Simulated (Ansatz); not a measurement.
# CuI: band gap under strain

Aim: follow the gap of CuI built on the zincblende prototype through these states: no strain; -2.5 % strain along z alone; +4.0 % biaxial strain in x and y, free along z. The table at the end shows which levels were run.

Program: Ansatz 0.2.0. PAW datasets, plane waves. The values are computed, spin-unpolarised, and not measurements.

### Step 1. The cell

The unstrained cell was relaxed with r2SCAN; in each strained cell the atoms were relaxed again with r2SCAN. Names of k-points are those of the unstrained zone, where strain can split equivalent points. First state: no strain.

It is cubic, F-43m (No. 216); a = 6.024 Å in the conventional setting, 27.33 Å³ an atom. Around Cu lie 4 I at 2.61 Å; around I lie 4 Cu at 2.61 Å.

As a file:

```cif
data_structure
_symmetry_space_group_name_H-M 'P 1'
_symmetry_Int_Tables_number 1
_cell_length_a 4.2597
_cell_length_b 4.2597
_cell_length_c 4.2597
_cell_angle_alpha 60.000
_cell_angle_beta 60.000
_cell_angle_gamma 60.000
_cell_volume 54.65
loop_
_atom_site_label
_atom_site_type_symbol
_atom_site_fract_x
_atom_site_fract_y
_atom_site_fract_z
_atom_site_occupancy
Cu1 Cu 0.00000 0.00000 0.00000 1
I1 I 0.25000 0.25000 0.25000 1
```

### Step 2. No strain: PBE

File input.yaml:

```yaml
crystal:
  lattice:
    - [0.0, 3.0120291147, 3.0120291147]
    - [3.0120291147, 0.0, 3.0120291147]
    - [3.0120291147, 3.0120291147, 0.0]
  atoms:
    - { symbol: Cu, position: [0.0, 0.0, 0.0] }
    - { symbol: I, position: [0.25, 0.25, 0.25] }
kpoints:
  mp_grid: { grid: [8, 8, 8] }
  band_path:
    path:
      - [0.0, 0.0, 0.0]
      - [-0.5, -0.5, 0.0]
      - [-0.375, -0.375, 0.25]
      - [-0.375, 0.0, 0.375]
      - [0.0, 0.0, 0.5]
      - [-0.5, -0.25, 0.25]
    npoints: 1
hamiltonian:
  xc: pbe
scf:
  occupations: { method: fermi_dirac, width: 0.02 }
  n_extra_bands: 4
output:
  forces: true
  stress: true
  eigenvalues: true
```

Run with:

```bash
> ansatz run input.yaml --threads 4 --pin off --max-ram 4608MiB --backend cpu --events-out ev --progress --plain --runs-dir out
```

Further steps of the session: No strain: r2SCAN; No strain: HSE06; -2.5 % strain along z alone: PBE; -2.5 % strain along z alone: r2SCAN; -2.5 % strain along z alone: HSE06; +4.0 % biaxial strain in x and y, free along z: PBE; +4.0 % biaxial strain in x and y, free along z: r2SCAN; +4.0 % biaxial strain in x and y, free along z: HSE06.

Q: Predict the outcome of this session.

**Answer**, as computed:

Least gap in eV (negative: overlap), with the change from the unstrained cell in brackets:

| state | volume change (%) | PBE | r2SCAN | HSE06 |
| --- | --- | --- | --- | --- |
| no strain | +0.0 | 1.17 | 1.67 | 2.67 |
| -2.5 % strain along z alone | -2.5 | 1.21 (+0.04) | 1.72 (+0.05) | 2.69 (+0.02) |
| +4.0 % biaxial strain in x and y, free along z | +2.2 | 1.04 (-0.13) | 1.53 (-0.14) | 2.53 (-0.14) |

In words: The largest move of the HSE06 gap in the table is -0.136 eV, under +4.0 % biaxial strain in x and y, free along z. PBE and HSE06 differ by 1.50 eV on the unstrained gap, and by at most 0.02 eV on its change: PBE follows the response to strain far better than the gap itself. Spin-orbit coupling is left out of the table, though the cell holds I (Z = 53); in an element this heavy it can shift bands and gaps by tenths of an eV.
